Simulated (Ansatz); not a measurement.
PtS2 in Ansatz: the effect of functional

Crystal: PtS2.

```
Pt S
1.0
     3.58983    0.00000    0.00000
    -1.79491    3.10888    0.00000
     0.00000    0.00000    5.10511
Pt S
1 2
Cartesian
  0.0000 0.0000 0.0000
  1.7949 1.0363 3.9462
  0.0000 2.0726 1.1589
```

The cell isn't the ideal one: volume scaled by 1.04.

Alike in all runs:

| Quantity | Value |
| --- | --- |
| Program | Ansatz 0.2.0 |
| Task | single point |
| Potentials or basis | Ansatz PAW |
| k mesh | 9 × 9 × 5 |
| Occupations | fermi-dirac, width 0.05 eV |
| Spin | no spin polarisation |

| functional | cutoff | gap on the mesh (eV) | pressure (GPa) | largest force (eV/Å) |
| --- | --- | --- | --- | --- |
| LDA | 420 eV (not typed: the program's choice for these potentials) | ? | ? | ? |
| PBEsol | 420 eV (not typed: the program's choice for these potentials) | 0.91 | 0.3 | 0.38 |
| r2SCAN | 500 eV (not typed: the program's choice for these potentials) | 1.14 | 2.9 | 0.64 |

**Question.** What does the run with functional LDA give?

**Answer.** gap on the mesh 0.86 eV; pressure -2.3 GPa; largest force 0.24 eV/Å.

Caveats: odd divisions of the mesh miss points on the zone boundary, where band edges often lie, so the gap on the mesh can be too wide; spin-orbit coupling is left out, which moves the levels of the heavy elements; the PAW data sets come from PBE, with cores solved anew for the run's functional, which leaves a small shift of forces and pressure.

A k mesh can miss the band edges.

Runs at the PBE level aren't shown here.
